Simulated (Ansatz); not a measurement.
# InSe: the cost of one run

Method: DFT PBE+D3(BJ), scalar-relativistic, plane waves, PAW, in Ansatz 0.2.0.

A COD entry behind a cell of this session may itself be a prediction, so a difference from it is no test against experiment.

1 further run of the same task is left out (set aside as unsound or not needed).

## 1. The system as given

It takes space group R3m (No. 160, trigonal). Conventional cell: a = 4.036 Å, b = 4.036 Å, c = 24.910 Å, α = 90.00°, β = 90.00°, γ = 120.00°. In (site symmetry 3m) is surrounded by 3 Se at 2.66 Å and 1 In at 2.79 Å. Around Se (site symmetry 3m) lie 3 In at 2.66 Å.

Coordinates:

```cif
data_structure
_symmetry_space_group_name_H-M 'P 1'
_symmetry_Int_Tables_number 1
_cell_length_a 8.6242
_cell_length_b 8.6242
_cell_length_c 8.6242
_cell_angle_alpha 27.067
_cell_angle_beta 27.067
_cell_angle_gamma 27.067
_cell_volume 117.16
loop_
_atom_site_label
_atom_site_type_symbol
_atom_site_fract_x
_atom_site_fract_y
_atom_site_fract_z
_atom_site_occupancy
In1 In 0.00005 0.00005 0.00005 1
In2 In 0.11218 0.11218 0.11218 1
Se1 Se 0.61514 0.61514 0.61514 1
Se2 Se 0.83034 0.83034 0.83034 1
```

It is the result of an earlier relaxation at this level (volume 29.29 Å³/atom; gap on the mesh: 0.30 eV).

Bulk energy on matching settings, from an earlier run: -5534.2708 eV/atom.

## 2. The (001) slab

Planes are indexed in the bulk's conventional cell (R3m (No. 160)), a = 4.036 Å, b = 4.036 Å, c = 24.910 Å, α = 90.00°, β = 90.00°, γ = 120.00°.

The slab is a (001) slab, 13.7 Å thick as cut, with 15 Å of vacuum; its outer planes are Se (top) and Se (bottom).

The slab as cut. Its planes from the bottom up:

| plane | atoms per cell | height over the lowest (Å) |
| --- | --- | --- |
| 1 | Se | 0.00 |
| 2 | In | 1.28 |
| 3 | In | 4.08 |
| 4 | Se | 5.36 |
| 5 | Se | 8.30 |
| 6 | In | 9.59 |
| 7 | In | 12.38 |
| 8 | Se | 13.66 |

## 3. Single point on the unrelaxed (001) slab

A dipole layer in the vacuum cancels the field that periodic copies would set up if the slab's two faces differ.

input.yaml reads:

```yaml
crystal:
  lattice:
    - [4.0363944501, 0.0, 0.0]
    - [-2.018197225, 3.4956201334, 0.0]
    - [0.0, 0.0, 28.6639201484]
  atoms:
    - { symbol: Se, position: [0.0, 0.0, 0.2616529756] }
    - { symbol: In, position: [0.6666666667, 0.3333333333, 0.3064030338] }
    - { symbol: In, position: [0.6666666667, 0.3333333333, 0.4038473185] }
    - { symbol: Se, position: [0.0, 0.0, 0.4486683955] }
    - { symbol: Se, position: [0.6666666667, 0.3333333333, 0.5513316045] }
    - { symbol: In, position: [0.3333333333, 0.6666666667, 0.5960816626] }
    - { symbol: In, position: [0.3333333333, 0.6666666667, 0.6935259474] }
    - { symbol: Se, position: [0.6666666667, 0.3333333333, 0.7383470244] }
basis:
  ecutwfc: 420
kpoints:
  mp_grid: { grid: [9, 9, 1] }
hamiltonian:
  xc: pbe
  dispersion: d3bj
scf:
  occupations: { method: gaussian, width: 0.05 }
output:
  forces: true
  stress: true
  eigenvalues: true
efield:
  axis: 3
  dipole_correction: true
```

Q: Estimate wall time and peak memory on 1 thread of an x86-64 CPU, shared host.

About 37 s, with a peak of 0.79 GiB.
